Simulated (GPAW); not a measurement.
SrO:

```
Sr O
1.0
     0.00000    2.56630    2.56630
     2.56630    0.00000    2.56630
     2.56630    2.56630    0.00000
Sr O
1 1
Direct
  0.50000 0.50000 0.50000
  0.00000 0.00000 0.00000
```

Base run:

| Item | Value |
| --- | --- |
| Program | GPAW 26.7.0 |
| Functional | MS2 |
| Potentials or basis | GPAW PAW data sets (gpaw-data 1.2.1) |
| Cutoff | 800 eV |
| Basis | pw |
| k mesh | 7 × 7 × 7 |
| Occupations | fermi-dirac, width 0.05 eV |
| Spin | spin-orbit coupling, no magnetisation |

Its results: band gap on the k mesh 3.66 eV, indirect (least direct gap 3.73 eV).

Task: The run is repeated on the same cell with these changes: functional from MS2 to BEEF-vdW; k mesh from 7 × 7 × 7 to 9 × 9 × 9. What comes out?

Result: Band gap on the k mesh 3.59 eV, indirect (least direct gap 3.65 eV).

Several settings changed at once, so the effect can't be laid on one alone.

Caveats: spin-orbit coupling was added after a scalar SCF, so levels and gaps hold it while energy, forces, pressure and moments don't; this program's spin-orbit splittings come out too wide for heavy elements; the mesh misses the band edges, which the band path finds closer together (some runs).

Not every run made on this cell is shown here.
